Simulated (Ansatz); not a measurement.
**Spin spirals in CoSi (Pm-3m)**

```
Co Si
1.0
     2.78133    0.00000    0.00000
     0.00000    2.78133    0.00000
     0.00000    0.00000    2.78133
Co Si
1 1
Direct
  0.00000 0.00000 0.00000
  0.50000 0.50000 0.50000
```

The geometry is a structure from the Materials Project, held fixed and not relaxed.

Functional, mesh and filling: PBE, 12×12×12 k mesh, Fermi–Dirac smearing of 0.03 eV. PAW means Ansatz 0.2.0 on its default frozen-core files; LAPW is all-electron LAPW in Ansatz 0.2.0. Site moments are integrated in spheres about the atoms, whose radii differ between the methods. Start moments of the first PAW run (μB): Co1 0.6.

Flat spirals without spin–orbit coupling: moments start in the xy plane and turn about z by q·R from cell to cell, and their directions inside a cell are free. q runs from Γ to X = (0.000, 0.500, 0.000) in reciprocal cell vectors. Energies count from each method's run at q = 0. Each q is a vector of the k mesh, and the mesh is shifted by q/2 where needed, so that both spin components are sampled on the same points as at q = 0. In Ansatz a GGA is taken by the program's default for non-collinear spins.

```csv
fraction of Γ–X,q (1/Å),ΔF PAW (meV/cell),ΔF LAPW (meV/cell),"largest moment, PAW (μB)"
0.000,0.000,0.0,0.0,0.62
0.167,0.188,+0.9,–,0.63
0.333,0.377,?,–,?
0.500,0.565,+8.5,+9.1,0.54
0.667,0.753,+15.0,–,0.46
0.833,0.941,+19.6,–,0.34
1.000,1.130,+21.2,+23.3,0.23
```

**Question.** What belongs in the row "0.333", column "largest moment, PAW (μB)"?

**Answer.** 0.58.

**Question.** Give the missing entry: row "0.333", column "ΔF PAW (meV/cell)".

**Answer.** +3.5.

q = 0 is the lowest point, but the next lies within 2.0 meV per cell, which this mesh may not resolve.

**Question.** A further pair of PAW runs: spiral at 1 of the way from Γ to X, locally collinear functional, against the same at q = 0. What is the energy difference?

**Answer.** +20.9 meV/cell, with a largest moment of 0.21 μB.

The Ansatz runs typed with the search for lower states off end where their start leads. A run ended with its magnetisation residual over the threshold. The magnetic state is the one that this cell and start allow. It needn't be the compound's measured order, which may need a larger cell or be absent.
